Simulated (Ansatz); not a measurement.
**TiAl: a strain scan**

The task, for TiAl: strain the cell along the Voigt pattern (0, 0, 0, 0, 0, 1).

Computed with Ansatz 0.2.0 (DFT PBEsol, scalar-relativistic, plane waves, PAW, unless a step's input says otherwise).

## Step 1: The structure to begin with

The structure is cubic, space group Pm-3m (No. 221). Conventional cell: a = 3.179 Å, b = 3.179 Å, c = 3.179 Å, α = 90.00°, β = 90.00°, γ = 90.00°. Ti (site symmetry m-3m) is surrounded by 8 Al at 2.75 Å. Al (site symmetry m-3m) has 8 Ti at 2.75 Å in its first shell of neighbours.

As a file:

```cif
data_structure
_symmetry_space_group_name_H-M 'P 1'
_symmetry_Int_Tables_number 1
_cell_length_a 3.1791
_cell_length_b 3.1791
_cell_length_c 3.1791
_cell_angle_alpha 90.000
_cell_angle_beta 90.000
_cell_angle_gamma 90.000
_cell_volume 32.13
loop_
_atom_site_label
_atom_site_type_symbol
_atom_site_fract_x
_atom_site_fract_y
_atom_site_fract_z
_atom_site_occupancy
Ti1 Ti 0.00000 0.00000 0.00000 1
Al1 Al 0.50000 0.50000 0.50000 1
```

It goes back to an entry of the Materials Project, which need not be the stable form.

The cell is taken as given, not relaxed at this level.

## Step 2: Next: a strain scan

The cell is strained by ε times the Voigt pattern (0, 0, 0, 0, 0, 1) (xx, yy, zz, yz, xz, xy; engineering shear), with fractional coordinates fixed (clamped ions). The stress on the pattern is the sum of the stress components weighted by it, tension positive.

## Step 3: Point ε = -0.0600

Contents of input.yaml:

```yaml
crystal:
  lattice:
    - [3.179064, -0.09537192, 0.0]
    - [-0.09537192, 3.179064, 0.0]
    - [0.0, 0.0, 3.179064]
  atoms:
    - { symbol: Ti, position: [0.0, 0.0, 0.0] }
    - { symbol: Al, position: [0.5, 0.5, 0.5] }
basis:
  ecutwfc: 420
kpoints:
  mp_grid: { grid: [16, 16, 16] }
hamiltonian:
  xc: pbesol
scf:
  occupations: { method: gaussian, width: 0.15 }
output:
  forces: true
  stress: true
  eigenvalues: true
  write_density: true
  write_potential: true
  elf: true
  volumetric_format: npy
```

The run is started by

```sh
$ ansatz run input.yaml --threads 1 --pin off --max-ram 2560MiB --backend cpu --events-out ev --progress --plain --runs-dir out
```

## Step 4: Point ε = 0.0450

input.yaml, as its differences from that of step 3:

```diff
@@ -2,4 +2,4 @@
   lattice:
-    - [3.179064, -0.09537192, 0.0]
-    - [-0.09537192, 3.179064, 0.0]
+    - [3.179064, 0.07152894, 0.0]
+    - [0.07152894, 3.179064, 0.0]
     - [0.0, 0.0, 3.179064]
@@ -20,5 +20 @@
   eigenvalues: true
-  write_density: true
-  write_potential: true
-  elf: true
-  volumetric_format: npy
```

## Step 5: At ε = -0.0300

input.yaml, as its differences from that of step 4:

```diff
@@ -2,4 +2,4 @@
   lattice:
-    - [3.179064, 0.07152894, 0.0]
-    - [0.07152894, 3.179064, 0.0]
+    - [3.179064, -0.04768596, 0.0]
+    - [-0.04768596, 3.179064, 0.0]
     - [0.0, 0.0, 3.179064]
@@ -20 +20,5 @@
   eigenvalues: true
+  write_density: true
+  write_potential: true
+  elf: true
+  volumetric_format: npy
```

## Step 6: ε = 0.0150

input.yaml, as its differences from that of step 5:

```diff
@@ -2,4 +2,4 @@
   lattice:
-    - [3.179064, -0.04768596, 0.0]
-    - [-0.04768596, 3.179064, 0.0]
+    - [3.179064, 0.02384298, 0.0]
+    - [0.02384298, 3.179064, 0.0]
     - [0.0, 0.0, 3.179064]
```

## Step 7: ε = 0.0525

input.yaml, as its differences from that of step 6:

```diff
@@ -2,4 +2,4 @@
   lattice:
-    - [3.179064, 0.02384298, 0.0]
-    - [0.02384298, 3.179064, 0.0]
+    - [3.179064, 0.08345043, 0.0]
+    - [0.08345043, 3.179064, 0.0]
     - [0.0, 0.0, 3.179064]
@@ -20,5 +20 @@
   eigenvalues: true
-  write_density: true
-  write_potential: true
-  elf: true
-  volumetric_format: npy
```

## Step 8: ε = 0.0375

input.yaml, as its differences from that of step 7:

```diff
@@ -2,4 +2,4 @@
   lattice:
-    - [3.179064, 0.08345043, 0.0]
-    - [0.08345043, 3.179064, 0.0]
+    - [3.179064, 0.05960745, 0.0]
+    - [0.05960745, 3.179064, 0.0]
     - [0.0, 0.0, 3.179064]
```

## Step 9: At ε = 0.0225

input.yaml, as its differences from that of step 8:

```diff
@@ -2,4 +2,4 @@
   lattice:
-    - [3.179064, 0.05960745, 0.0]
-    - [0.05960745, 3.179064, 0.0]
+    - [3.179064, 0.03576447, 0.0]
+    - [0.03576447, 3.179064, 0.0]
     - [0.0, 0.0, 3.179064]
```

## Step 10: Point ε = 0.0075

input.yaml, as its differences from that of step 9:

```diff
@@ -2,4 +2,4 @@
   lattice:
-    - [3.179064, 0.03576447, 0.0]
-    - [0.03576447, 3.179064, 0.0]
+    - [3.179064, 0.01192149, 0.0]
+    - [0.01192149, 3.179064, 0.0]
     - [0.0, 0.0, 3.179064]
```

(Steps that only read results are left out.)

What does the calculation give? Wanted: slope of the stress at ε = 0, from the points at -0.0300, 0 and 0.0075.

As calculated:

| quantity | value |
| --- | --- |
| slope of the stress at ε = 0, from the points at -0.0300, 0 and 0.0075 | 68 GPa |

From the stress slope, C66 is about 68 GPa with the ions clamped; letting the atoms relax could not make it stiffer. The step is wide, so higher orders mix in. The reference stands under -2.4 GPa, so this is no zero-stress constant. The undisturbed cell stays the lowest of the sampled points.
